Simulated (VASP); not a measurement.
# Tm (Fm-3m) in VASP: further runs

One crystal, Tm, is run at these levels: PBEsol; tasks: single point.

Everything below comes from runs of VASP 6.6.1. Logs are shortened: lines on timing, memory, paths and dates and some standing lists are left out, and cuts for length are marked.

## 1. Starting point

The structure is cubic, space group Fm-3m (No. 225). Conventional cell: a = 4.936 Å, b = 4.936 Å, c = 4.936 Å, α = 90.00°, β = 90.00°, γ = 90.00°. Tm (site symmetry m-3m) has 12 Tm at 3.49 Å as nearest neighbours.

This isn't the form of Tm at room conditions, which is hcp.

## 2. Single point, PBEsol, collinear spin, ferromagnetic start

INCAR

```
ADDGRID = False
ALGO = Normal
EDIFF = 1E-6
ENCUT = 450
GGA = PS
ISIF = 2
ISMEAR = 1
ISPIN = 2
LASPH = True
LCHARG = False
LMAXMIX = 6
LORBIT = 11
LREAL = False
LWAVE = False
MAGMOM = 2
NBANDS = 22
NELM = 100
PREC = Accurate
SIGMA = 0.4
```

KPOINTS

```
k-points
0
Gamma
  10 10 10
```

POSCAR

```
Tm
1.0
    0.0000000000      2.4680255249      2.4680255249
    2.4680255249      0.0000000000      2.4680255249
    2.4680255249      2.4680255249      0.0000000000
Tm
1
Direct
    0.0000000000      0.0000000000      0.0000000000
```

Potentials or basis: VASP PAW PBE potentials, release 64 (Tm).

Command:

```bash
> cat potpaw_PBE.64/Tm/POTCAR > POTCAR
> mpirun -np 1 vasp_std > vasp.out
```

OUTCAR:

```text
EDIFF = 1E-6
   ENCUT = 450
   GGA = PS
   ISIF = 2
   ISMEAR = 1
   ISPIN = 2
   LASPH = True
   LORBIT = 11
   LREAL = False
   NELM = 100
   PREC = Accurate

 Found     47 irreducible k-points:

 Following reciprocal coordinates:
            Coordinates               Weight
  0.000000  0.000000  0.000000      1.000000
  0.100000  0.000000  0.000000      8.000000
  0.200000  0.000000  0.000000      8.000000
  0.300000  0.000000  0.000000      8.000000
  0.400000  0.000000  0.000000      8.000000
  0.500000  0.000000  0.000000      4.000000
   k-points           NKPTS =     47   k-points in BZ     NKDIM =     47   number of bands    NBANDS=     22
   number of dos      NEDOS =    301   number of ions     NIONS =      1
   total plane-waves  NPLWV =  13824
   dimension x,y,z NGX =    24 NGY =   24 NGZ =   24
   dimension x,y,z NGXF=    48 NGYF=   48 NGZF=   48
   ions per type =               1
   NGX,Y,Z   is equivalent  to a cutoff of  11.43, 11.43, 11.43 a.u.
   NGXF,Y,Z  is equivalent  to a cutoff of  22.86, 22.86, 22.86 a.u.
 SYSTEM =  unknown system
   PREC   = accura    normal or accurate (medium, high low for compatibility)
   ISTART =      0    job   : 0-new  1-cont  2-samecut
   ICHARG =      2    charge: 1-file 2-atom 10-const
   ISPIN  =      2    spin polarized calculation?
   LNONCOLLINEAR =      F non collinear calculations
   LSORBIT =      F    spin-orbit coupling
   LASPH  =      T    aspherical Exc in radial PAW
   ENCUT  =  450.0 eV  33.07 Ry    5.75 a.u.   6.04  6.04  6.04*2*pi/ulx,y,z
   NELM   =    100;   NELMIN=  2; NELMDL= -5     # of ELM steps
   EDIFF  = 0.1E-05   stopping-criterion for ELM
   LREAL  =      F    real-space projection
   EDIFFG = 0.1E-04   stopping-criterion for IOM
   NSW    =      0    number of steps for IOM
   IBRION =     -1    ionic relax: 0-MD 1-quasi-New 2-CG
   NFREE  =      0    steps in history (QN), initial steepest desc. (CG)
   ISIF   =      2    stress and relaxation
   ISYM   =      2    0-nonsym 1-usesym 2-fastsym
   POTIM  = 0.5000    time-step for ionic-motion
   TEBEG  =    0.0;   TEEND  =   0.0 temperature during run
   PSTRESS=    0.0 pullay stress
   NELECT =      23.0000    total number of electrons
   NUPDOWN=      -1.0000    fix difference up-down
   EMIN   =  10.00;   EMAX   =-10.00  energy-range for DOS
   EFERMI =   0.00;   METHOD = LEGACY
   ISMEAR =     1;   SIGMA  =   0.40  broadening in eV -4-tet -1-fermi 0-gaus
   EFERMI_NEDOS =   21; number of points for ismear=-14 and -15
   IALGO  =     38    algorithm
   IMIX   =      4    mixing-type and parameters
     AMIX     =   0.40;   BMIX     =  1.00
     AMIX_MAG =   1.60;   BMIX_MAG =  1.00
  volume/ion in A,a.u.               =      30.07       202.90
  Fermi-wavevector in a.u.,A,eV,Ry     =   1.497239  2.829371 30.500515  2.241725
  Thomas-Fermi vector in A             =   2.609152
   LORBIT       =     11    0 simple, 1 ext, 2 COOP (PROOUT), +10 PAW based schemes
   GGA     = PS    functional components
   LHFCALC =     F    Hartree Fock is set to
   AEXX    =    0.0000 exact exchange contribution
   IVDW    =     0    specifies the selected vdW correction
   LEPSILON=     F    determine dielectric tensor
   LRPA    =     F    only Hartree local field effects (RPA)
 spin polarized calculation
 Methfessel and Paxton  Order N= 1 SIGMA  =   0.40
  energy-cutoff  :      450.00
  volume of cell :       30.07
 maximum number of plane-waves:       666
   NGX = 13   NGY = 13   NGZ = 13

 number of electron      23.0000008 magnetization       1.1145016

 Free energy of the ion-electron system (eV)
  ---------------------------------------------------
  ext. energy  EPLUGINS =         0.00000000
  ---------------------------------------------------
  free energy    TOTEN  =        -4.35670859 eV

  energy without entropy =       -4.25939958  energy(sigma->0) =       -4.32427225

 E-fermi :   2.1563     XC(G=0): -10.4226

 val. band max:        2.1552040041   @ k =  -0.4000   0.4000   0.2000
 cond. band min:       2.1741398968   @ k =  -0.3000   0.3000   0.1000
 fundamental gap:      0.0189358927
 Fermi energy:         2.1563044698

 spin component 1

 k-point     1 :       0.0000    0.0000    0.0000
  band No.  band energies     occupation
      1     -48.2182      1.00000
      2     -21.1288      1.00000
      3     -21.1288      1.00000
      4     -21.1288      1.00000
      5      -3.1573      1.00000
      6       0.6130      1.00000
[... 14 lines left out ...]
     21      15.8992      0.00000
     22      17.9754      0.00000
[... 102 lines left out ...]
  band No.  band energies     occupation
      1     -48.1742      1.00000
      2     -21.7789      1.00000
      3     -21.2142      1.00000
      4     -21.2142      1.00000
      5       0.2169      1.00000
      6       0.7058      1.00000
[... 14 lines left out ...]
     21      16.1564      0.00000
     22      23.5754      0.00000

 [... further k-points ...]

 spin component 2

 k-point     1 :       0.0000    0.0000    0.0000
  band No.  band energies     occupation
      1     -47.6939      1.00000
      2     -20.7746      1.00000
      3     -20.7746      1.00000
      4     -20.7746      1.00000
      5      -3.2934      1.00000
      6       1.9299      0.90418
[... 14 lines left out ...]
     21      15.8290      0.00000
     22      17.8024      0.00000
[... 102 lines left out ...]
  band No.  band energies     occupation
      1     -47.6474      1.00000
      2     -21.4605      1.00000
      3     -20.8642      1.00000
      4     -20.8642      1.00000
      5       0.0880      1.00000
      6       1.7719      1.02060
[... 14 lines left out ...]
     21      16.0599      0.00000
     22      23.4358      0.00000

 [... further k-points ...]

------------------------ aborting loop because EDIFF is reached ----------------------------------------

  FORCE on cell =-STRESS in cart. coord.  units (eV):
  Direction    XX          YY          ZZ          XY          YZ          ZX
  --------------------------------------------------------------------------------------
  -------------------------------------------------------------------------------------
  Total        0.0843140      0.0843140      0.0843140     -0.0000000     -0.0000000      0.0000000
  in kB        4.4929466      4.4929466      4.4929466     -0.0000000     -0.0000000      0.0000000
  external PRESSURE =       4.4929466 kB  Pullay stress =       0.0000000 kB

 VOLUME and BASIS-vectors are now :
 -----------------------------------------------------------------------------
  energy-cutoff  :      450.00
  volume of cell :       30.07
      direct lattice vectors                 reciprocal lattice vectors
     0.000000000  2.468025525  2.468025525    -0.202591098  0.202591098  0.202591098
     2.468025525  0.000000000  2.468025525     0.202591098 -0.202591098  0.202591098
     2.468025525  2.468025525  0.000000000     0.202591098  0.202591098 -0.202591098

 POSITION                                       TOTAL-FORCE (eV/Angst)
 -----------------------------------------------------------------------------------
      0.00000      0.00000      0.00000         0.000000      0.000000      0.000000
 -----------------------------------------------------------------------------------
    total drift:                               -0.000000      0.000000      0.000000

  FREE ENERGIE OF THE ION-ELECTRON SYSTEM (eV)
  ---------------------------------------------------
  free  energy   TOTEN  =        -4.3567085853 eV

  energy  without entropy=       -4.2593995791  energy(sigma->0) =       -4.32427225

 total charge

# of ion       s       p       d       f       tot
--------------------------------------------------
    1        2.224   5.932   0.414  12.500  21.071

 magnetization (x)

# of ion       s       p       d       f       tot
--------------------------------------------------
    1        0.003  -0.029  -0.048   1.285   1.211
```

It took 81 s on 1 thread of Intel Xeon Platinum 8375C at 2.90GHz (Ice Lake), shared host; peak memory 0.18 GiB.

These settings aren't checked as converged: the numbers below hold their error.

Results:

```yaml
Free_energy: -4.3567 eV
Pressure: 0.4 GPa
Band_gap_on_the_k_mesh: none (metal or under the smearing width)
Net_moment: 1.11 μB per cell
Site_moments: Tm +1.21 μB
Valence_electrons_inside_the_program's_atomic_spheres: Tm 21.07
```

Caveat: the magnetic or orbital state may not be the lowest; the PAW data sets were made with another functional, which shifts forces and pressure a little; spin-orbit coupling is left out, which moves the levels of the heavy elements.

## 3. Single point, PBEsol, collinear spin, ferromagnetic start

Edit INCAR of step 2 so:

```diff
@@ -18,2 +18,2 @@
 PREC = Accurate
-SIGMA = 0.4
+SIGMA = 0.1
```

KPOINTS is that of step 2.

POSCAR is that of step 2.

Potentials or basis: VASP PAW PBE potentials, release 64 (Tm).

Command:

```bash
> cat potpaw_PBE.64/Tm/POTCAR > POTCAR
> mpirun -np 1 vasp_std > vasp.out
```

Run time: 63 s. Hardware: 1 thread of Intel Xeon Platinum 8375C at 2.90GHz (Ice Lake), shared host; peak memory 0.18 GiB.

These settings aren't checked as converged: the numbers below hold their error.

What came out:

* Free energy: -4.3205 eV
* Pressure: 0.8 GPa
* Band gap on the k mesh: none (metal or under the smearing width)
* Net moment: 1.04 μB per cell
* Site moments: Tm +1.18 μB
* Valence electrons inside the program's atomic spheres: Tm 21.07

Caveat: the magnetic or orbital state may not be the lowest; the PAW data sets were made with another functional, which shifts forces and pressure a little; spin-orbit coupling is left out, which moves the levels of the heavy elements.

## 4. Single point, PBEsol, collinear spin, ferromagnetic start

Edit INCAR of step 3 so:

```diff
@@ -18,2 +18,2 @@
 PREC = Accurate
-SIGMA = 0.1
+SIGMA = 0.05
```

KPOINTS is that of step 3.

POSCAR is that of step 3.

Command:

```bash
> cat potpaw_PBE.64/Tm/POTCAR > POTCAR
> mpirun -np 1 vasp_std > vasp.out
```

It took 2 min on 1 thread of Intel Xeon Platinum 8375C at 2.90GHz (Ice Lake), shared host; peak memory 0.18 GiB.

These settings aren't checked as converged: the numbers below hold their error.

What came out:

| Quantity | Value |
| --- | --- |
| Free energy | -4.3163 eV |
| Pressure | 0.1 GPa |
| Band gap on the k mesh | none (metal or under the smearing width) |
| Net moment | 1.04 μB per cell |
| Site moments | Tm +1.18 μB |
| Valence electrons inside the program's atomic spheres | Tm 21.07 |

Caveat: the magnetic or orbital state may not be the lowest; the PAW data sets were made with another functional, which shifts forces and pressure a little; spin-orbit coupling is left out, which moves the levels of the heavy elements.

## 5. The reference run

An earlier run on the cell as given: functional PBE; potentials or basis VASP PAW PBE potentials, release 64 (Tm); cutoff 520 eV; k mesh 9 × 9 × 9; occupations fermi-dirac, width 0.05 eV; collinear spin, ferromagnetic start; starting moments [2.0] μB.

- Pressure: 3.5 GPa
- Band gap on the k mesh: none (metal or under the smearing width)
- Net moment: 0.96 μB per cell
- Site moments: Tm +1.14 μB
- Valence electrons inside the program's atomic spheres: Tm 21.08
